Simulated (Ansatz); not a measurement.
AlCu3: pressure against volume

AlCu3, Fm-3m, a = 5.767 Å. The structure is a Materials Project entry; whether it is the stable form wasn't checked. Ansatz: PBEsol, PAW, 420 eV, Γ-centred 12×12×12 mesh on 4 atoms, Gaussian smearing 0.10 eV; no spin polarisation. Symmetry fixes shape and atoms, so the cell is only scaled; pressure is positive in compression.

```tsv
V (Å³/atom)	P (GPa)
10.549	26.17
10.908	17.86
11.268	10.86
11.628	4.97
11.987	0.00
12.347	-4.18
12.706	?
13.186	-11.54
```

Problem. Take V0 = 11.987 Å³/atom, fit the third-order Birch–Murnaghan form to the other rows, and predict the missing pressure.

Solution. With the Eulerian strain f = ½[(V0/V)^(2/3) − 1] and y = P/[3f(1 + 2f)^(5/2)], the form is the line y = B0 + 1.5 B0 (B0′ − 4) f. Rows (f, y): 0.04446, 158.6; 0.03245, 156.8; 0.02105, 155.1; 0.01024, 153.8; -0.00977, 149.8; -0.03079, 146.4. Means f = 0.01127, y = 153.42; Σ(Δf)² = 0.003859, ΣΔfΔy = 0.6310; the slope is their ratio. y = 151.6 + 163.5 f GPa, so B0 = 151.6 GPa and B0′ = 4 + 2 × (163.5)/(3 × 151.6) = 4.72. At V = 12.706, f = -0.01905, y = 148.49 and P = -7.70 GPa. The run gave -7.70 GPa, the same to the digits shown.